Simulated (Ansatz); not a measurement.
Pressure against volume: KBr

```
K Br
1.0
     0.00000    3.71469    3.71469
     3.71469    0.00000    3.71469
     3.71469    3.71469    0.00000
K Br
1 1
Direct
  0.00000 0.00000 0.00000
  0.25000 0.25000 0.25000
```

Conventional cell: a = 7.429 Å, b = 7.429 Å, c = 7.429 Å, α = 90.00°, β = 90.00°, γ = 90.00°. K (atom 1) is surrounded by 4 Br at 3.22 Å. Around Br (atom 2) lie 4 K at 3.22 Å.

The cell was built from the zincblende type and relaxed in the same program, and has space group F-43m; it needn't be a known or the stable phase.

All numbers are computed: DFT, PBE, all-electron LAPW, scalar-relativistic (Ansatz 0.2.0); DFT, PBE, PAW with Ansatz's default frozen-core files, scalar-relativistic (Ansatz 0.2.0).

For LAPW: a Γ-centred 11×11×11 k mesh, Fermi–Dirac smearing of 0.08 eV, basis error target 0.25 meV/atom, no spin polarisation. PAW takes a cutoff of 420 eV at this cell. The Ansatz runs share mesh, smearing and spin set-up. Plane-wave (PAW) pressures include the program's estimate of the Pulay term.

The cell above is scaled evenly, with fractional coordinates and shape held.

| V/V(cell) | V (Å³/atom) | P, LAPW (GPa) | P, PAW (GPa) | gap on the k mesh, LAPW (eV) |
| --- | --- | --- | --- | --- |
| 0.9500 | 48.696 | 0.59 | 0.59 | 4.33 |
| 0.9750 | 49.977 | 0.30 | 0.30 | 4.29 |
| 1.0000 | 51.259 | 0.05 | 0.05 | 4.24 |
| 1.0250 | 52.540 | -0.17 | -0.17 | 4.20 |
| 1.0500 | 53.822 | -0.36 | -0.36 | 4.16 |

Question: What do Birch–Murnaghan fits to the pressures give?

Answer: LAPW: V0 = 51.51 Å³/atom, B0 = 9 GPa, B0′ = 4.6; PAW: V0 = 51.52 Å³/atom, B0 = 9 GPa, B0′ = 4.6.

PAW's V0 lies 0.01 % from the all-electron value and its B0 0.0 %. Symmetry fixes shape and coordinates here, so this is the relaxed modulus.
